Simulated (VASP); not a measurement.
Computed with PBE GGA, VASP's PBE PAW potentials (set 64) (plane waves; VASP).

The input files of a VASP run:

INCAR:
```
PREC  =  Accurate
SIGMA  =  0.05   ! width (eV)
NELM  =  100   ! most electronic steps
ISMEAR  =  0   ! Gaussian
GGA  =  PE
LREAL  =  .False.   ! projection in real space or not
ALGO  =  Normal   ! blocked Davidson
ISIF  =  2   ! forces and stress, cell fixed
SYSTEM  =  ZnTe
ENCUT  =  400
LMAXMIX  =  4   ! l cut-off of mixed one-centre charges
LCHARG  =  .False.
LWAVE  =  .False.
EDIFF  =  1E-6   ! SCF stop (eV)
LASPH  =  .True.
```

POSCAR:
```
ZnTe
1
    0.0000000000     3.0500000000     3.0500000000
    3.0500000000     0.0000000000     3.0500000000
    3.0500000000     3.0500000000     0.0000000000
Zn Te
1 1
Direct
  0.0000000000   0.0000000000   0.0000000000
  0.2500000000   0.2500000000   0.2500000000
```

**KPOINTS**
```
Automatic mesh
0
Gamma
7 7 7
0 0 0
```

POTCAR, in this order: Zn Te (PBE.64 set). Program: vasp_std.

The run wrote:

**OSZICAR**
```
       N       E                     dE             d eps       ncg     rms          rms(c)
DAV:   1     0.699983484140E+02    0.69998E+02   -0.74046E+03   520   0.122E+03
DAV:   2    -0.139032526538E+01   -0.71389E+02   -0.68456E+02   540   0.232E+02
DAV:   3    -0.529230719056E+01   -0.39020E+01   -0.38914E+01   665   0.577E+01
DAV:   4    -0.534563033596E+01   -0.53323E-01   -0.53314E-01   654   0.657E+00
DAV:   5    -0.534643888281E+01   -0.80855E-03   -0.80854E-03   658   0.602E-01    0.484E+00
DAV:   6    -0.518097052733E+01    0.16547E+00   -0.59216E-01   623   0.227E+01    0.378E+00
DAV:   7    -0.517068894129E+01    0.10282E-01   -0.11625E-01   595   0.397E+00    0.152E+00
DAV:   8    -0.517066848330E+01    0.20458E-04   -0.46815E-03   665   0.703E-01    0.387E-01
DAV:   9    -0.517088424750E+01   -0.21576E-03   -0.10332E-03   575   0.338E-01    0.128E-01
DAV:  10    -0.517090778222E+01   -0.23535E-04   -0.84690E-05   626   0.934E-02    0.900E-02
DAV:  11    -0.517096332099E+01   -0.55539E-04   -0.93701E-05   555   0.620E-02    0.443E-02
DAV:  12    -0.517096423214E+01   -0.91114E-06   -0.30517E-06   615   0.197E-02
   1 F= -.51709642E+01 E0= -.51709642E+01  d E =-.340846E-11
```

OUTCAR:
```
------------------------ aborting loop because EDIFF is reached ----------------------------------------
  FORCE on cell =-STRESS in cart. coord.  units (eV):
  Direction    XX          YY          ZZ          XY          YZ          ZX
  --------------------------------------------------------------------------------------
  Total        0.6347281      0.6347281      0.6347281      0.0000000      0.0000000      0.0000000
  in kB       17.9212711     17.9212711     17.9212711      0.0000000      0.0000000      0.0000000
  external PRESSURE =      17.9212711 kB  Pullay stress =       0.0000000 kB
  volume of cell :       56.75
      direct lattice vectors                 reciprocal lattice vectors
     0.000000000  3.050000000  3.050000000    -0.163934426  0.163934426  0.163934426
     3.050000000  0.000000000  3.050000000     0.163934426 -0.163934426  0.163934426
     3.050000000  3.050000000  0.000000000     0.163934426  0.163934426 -0.163934426
 POSITION                                       TOTAL-FORCE (eV/Angst)
 -----------------------------------------------------------------------------------
      0.00000      0.00000      0.00000        -0.000000      0.000000     -0.000000
      1.52500      1.52500      1.52500         0.000000     -0.000000      0.000000
 -----------------------------------------------------------------------------------
    total drift:                               -0.000003     -0.000003     -0.000004
  FREE ENERGIE OF THE ION-ELECTRON SYSTEM (eV)
  ---------------------------------------------------
  free  energy   TOTEN  =        -5.1709642321 eV

  energy  without entropy=       -5.1709642321  energy(sigma->0) =       -5.17096423
```
(Selected blocks of OUTCAR.)

File OUTCAR:
```
 val. band max:        3.2126577832   @ k =   0.0000   0.0000   0.0000

 cond. band min:       4.4662938784   @ k =   0.0000   0.0000   0.0000


 Fermi energy:         3.4253621132

 k-point     1 :       0.0000    0.0000    0.0000
  band No.  band energies     occupation
      1      -8.5775      2.00000
      2      -3.6999      2.00000
      3      -3.6999      2.00000
      4      -3.6999      2.00000
      5      -3.4674      2.00000
      6      -3.4674      2.00000
      7       3.2127      2.00000
      8       3.2127      2.00000
      9       3.2127      2.00000
     10       4.4663      0.00000
     11       7.6042      0.00000
     12       7.6042      0.00000
     13       7.6042      0.00000

 k-point     2 :       0.1429    0.0000    0.0000
  band No.  band energies     occupation
      1      -8.4398      2.00000
      2      -3.6877      2.00000
      3      -3.6877      2.00000
      4      -3.6858      2.00000
      5      -3.4690      2.00000
      6      -3.4690      2.00000
      7       1.5994      2.00000
      8       3.0013      2.00000
      9       3.0013      2.00000
     10       5.3461      0.00000
     11       7.9023      0.00000
     12       7.9249      0.00000
     13       7.9249      0.00000

 k-point     3 :       0.2857    0.0000    0.0000
  band No.  band energies     occupation
      1      -8.0924      2.00000
      2      -3.6627      2.00000
      3      -3.6627      2.00000
      4      -3.6046      2.00000
      5      -3.4686      2.00000
      6      -3.4686      2.00000
      7      -0.3493      2.00000
      8       2.6106      2.00000
      9       2.6106      2.00000
     10       5.2622      0.00000
     11       8.3033      0.00000
     12       8.3033      0.00000
     13       9.6245      0.00000

 k-point     4 :       0.4286    0.0000    0.0000
  band No.  band energies     occupation
      1      -7.7625      2.00000
      2      -3.6470      2.00000
      3      -3.6470      2.00000
...
```

Unless said otherwise, spin-orbit coupling is left out, though it shifts the bands of the heavy elements here.

The compound is ZnTe in the zinc blende structure. The cell was not relaxed at this level.
